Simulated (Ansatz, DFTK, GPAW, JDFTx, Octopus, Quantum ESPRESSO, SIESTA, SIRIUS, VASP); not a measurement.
SiC: 10 runs at one level of theory

```
Si C
1.0
     3.07600    0.00000    0.00000
    -1.53800    2.66389    0.00000
     0.00000    0.00000    5.04800
Si C
2 2
Direct
  0.66667 0.33333 0.50000
  0.33333 0.66667 0.00000
  0.66667 0.33333 0.88500
  0.33333 0.66667 0.38500
```

Alike in all runs: task single point; functional PBEsol; k mesh 10 × 10 × 5; occupations fermi-dirac, width 0.05 eV; no spin polarisation; no spin-orbit coupling. Pressure is positive in compression and, in plane waves, holds the error of the finite cutoff.

| program and potentials | plane-wave cutoff (eV) | notes | pressure (GPa) | largest force (eV/Å) |
| --- | --- | --- | --- | --- |
| DFTK, PseudoDojo SR PBEsol 0.4.1 standard (PBEsol) | 1116 | - | 0.32 | 0.755 |
| GPAW, PAW data sets generated for this functional | 800 | - | 1.47 | 0.763 |
| SIRIUS, all-electron FP-LAPW, apw+lo standard | - | - | - | 0.747 |
| VASP, PBE PAW files C, Si, 520 eV | 520 | potentials made for PBE | 0.62 | 0.751 |
| SIRIUS, PseudoDojo 0.4.1 PBEsol standard (scalar relativistic) | 1127 | - | 0.33 | 0.755 |
| JDFTx, PseudoDojo-SR-PBEsol-0.4.1-standard with smoothed tails | 1116 | - | 0.32 | 0.756 |
| Quantum ESPRESSO, GBRV 1.5 PBEsol | 612 | - | 0.20 | 0.752 |
| SIESTA, files PseudoDojo sr-pbesol-0.4.1-standard, DZP (energy shift 0.003 Ry) | - | atomic basis | 3.43 | 0.834 |
| Octopus, pseudodojo_pbesol (PseudoDojo 0.4, PBEsol) | - | - | - | 0.755 |
| Ansatz, all-electron LAPW, scalar-relativistic | - | - | 0.21 | 0.746 |

Force on atom 3 (C), eV/Å:

```tsv
program and potentials	x	y	z
DFTK, PseudoDojo SR PBEsol 0.4.1 standard (PBEsol)	0.000	0.000	-0.755
GPAW, PAW data sets generated for this functional	0.000	0.000	-0.763
SIRIUS, all-electron FP-LAPW, apw+lo standard	0.000	0.000	-0.747
VASP, PBE PAW files C, Si, 520 eV	0.000	0.000	-0.751
SIRIUS, PseudoDojo 0.4.1 PBEsol standard (scalar relativistic)	0.000	0.000	-0.755
JDFTx, PseudoDojo-SR-PBEsol-0.4.1-standard with smoothed tails	0.000	0.000	-0.756
Quantum ESPRESSO, GBRV 1.5 PBEsol	0.000	0.000	-0.752
SIESTA, files PseudoDojo sr-pbesol-0.4.1-standard, DZP (energy shift 0.003 Ry)	0.000	0.000	-0.834
Octopus, pseudodojo_pbesol (PseudoDojo 0.4, PBEsol)	0.000	0.000	-0.755
Ansatz, all-electron LAPW, scalar-relativistic	0.000	0.000	-0.746
```

The pressure spans 0.20 (Quantum ESPRESSO, GBRV 1.5 PBEsol) to 3.43 GPa (SIESTA, files PseudoDojo sr-pbesol-0.4.1-standard, DZP (energy shift 0.003 Ry)), with all-electron results at 0.21. The pressure on the cell as given of SIESTA, files PseudoDojo sr-pbesol-0.4.1-standard, DZP (energy shift 0.003 Ry) lies far from the others; the cause wasn't traced. The atoms of the given cell lie far from their minimum at this level. Rows in atomic bases carry the error of their basis and grid, which can be large.

The functional is the same throughout but for its coding, so the spread measures potentials, basis and numerics; runs on potential files found faulty are left out.
